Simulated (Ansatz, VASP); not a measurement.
## Two plane-wave programs on Ta

```
Ta
1.0
    -1.65128    1.65128    1.65128
     1.65128   -1.65128    1.65128
     1.65128    1.65128   -1.65128
Ta
1
Direct
  0.00000 0.00000 0.00000
```

Alike in both runs: task relaxation of cell and atoms; functional PBEsol; k mesh 11 × 11 × 11; occupations fermi-dirac, width 0.05 eV; no spin polarisation.

|  | VASP | Ansatz |
| --- | --- | --- |
| version | VASP 6.6.1 | Ansatz 0.2.0 |
| potentials or method | VASP PAW PBE potentials, release 64 (Ta_pv) | Ansatz PAW |
| plane-wave cutoff (eV) | 600 | 420 |
| valence electrons in the cell | 11 | 13 |

Ansatz gave:

| Property | Result |
| --- | --- |
| gap on the k mesh at the Fermi level, each at its own relaxed structure (eV) | none |
| relaxed volume (Å³/atom) | 17.63 |
| relaxed cell length with the largest relative difference (Å) | 2.840 |
| energy change over the relaxation (meV/atom) | -5 |

Problem. Estimate VASP's values.

Solution. gap on the k mesh at the Fermi level, each at its own relaxed structure (eV): none; relaxed volume (Å³/atom): 17.65; relaxed cell length with the largest relative difference (Å): 2.841; energy change over the relaxation (meV/atom): -5.

A gap of «none» marks a metal or a gap that the smearing closes. The two sets of potentials don't hold the same shells in valence.

Caveats: the PAW data sets were made with another functional, which shifts forces and pressure a little (VASP); the plane-wave basis is chosen anew once the cell has moved, so the energies of steps on either side of that aren't comparable (Ansatz); the PAW data sets come from PBE, with cores solved anew for the run's functional, which leaves a small shift of forces and pressure (Ansatz). The runs have no spin-orbit coupling, so splittings on Ta are missing.
